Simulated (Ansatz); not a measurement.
# Zr3H: the cost of one run

Computed with Ansatz 0.2.0 (DFT LDA, scalar-relativistic, plane waves, PAW, unless a step's input says otherwise).

3 further runs of the same task are left out: 3 set aside as unsound or not needed.

## (1) The system as given

The structure is monoclinic, space group Cm (No. 8). The conventional cell has a = 4.417 Å, b = 4.417 Å, c = 21.174 Å, α = 90.00°, β = 90.00°, γ = 90.00°. Zr (site symmetry m) has 8 Zr at 3.04 to 3.12 Å as nearest neighbours. Around Zr (site symmetry m) lie 12 Zr at 3.04 to 3.12 Å and 1 H at 3.10 Å. Zr (site symmetry m) is surrounded by 1 H at 1.91 Å. H (site symmetry m) is surrounded by 1 Zr at 1.91 Å.

As a file:

```
CELL_PARAMETERS angstrom
3.12329 0.00000 0.00000
0.00000 3.12329 0.00000
0.00000 0.00000 21.17391
ATOMIC_POSITIONS crystal
Zr 0.50000 0.50000 0.18891
Zr 0.00000 0.00000 0.28748
Zr 0.50000 0.50000 0.38604
H 0.87500 0.87500 0.43138
```

This is the geometry of the first run shown, built on a cell relaxed beforehand with the same method.

## (2) Plan of the line

Atoms count from 1 in the order of the input.

H is moved along a line over the surface and along the normal, above a rigid substrate.

- position of H4 along the diagonal of the surface cell, from above Zr3: 8 values from 0.00 to 3.86 Å, periodic
- height of H4 above the plane of Zr3: 8 values from −0.30 to 3.81 Å

Nothing else is relaxed. Points are written as (first, second).

## (3) The run at (1.66 Å, 0.96 Å)

The cell repeats along c, and a dipole correction in the vacuum removes the field between the copies.

File input.yaml:

```yaml
crystal:
  lattice:
    - [3.1232946755, 0.0, 0.0]
    - [0.0, 3.1232946755, 0.0]
    - [0.0, 0.0, 21.173913082]
  atoms:
    - { symbol: Zr, position: [0.5, 0.5, 0.188911704] }
    - { symbol: Zr, position: [0.0, 0.0, 0.2874811557] }
    - { symbol: Zr, position: [0.5, 0.5, 0.3860369621] }
    - { symbol: H, position: [0.875, 0.875, 0.4313757711] }
basis:
  ecutwfc: 420
kpoints:
  mp_grid: { grid: [9, 9, 1] }
hamiltonian:
  xc: lda
scf:
  occupations: { method: gaussian, width: 0.1 }
output:
  forces: true
  eigenvalues: true
  write_density: true
  write_potential: true
  elf: true
  volumetric_format: npy
efield:
  axis: 3
  dipole_correction: true
  ramp_width: 0.04
```

Started as:

```
> ansatz run input.yaml --threads 1 --pin off --max-ram 3072MiB --backend cpu --events-out ev --progress --plain --runs-dir out
```

Q: Estimate wall time and peak memory on 1 thread of Arm Neoverse V2, shared host.

About 12 s, with a peak of 0.39 GiB.
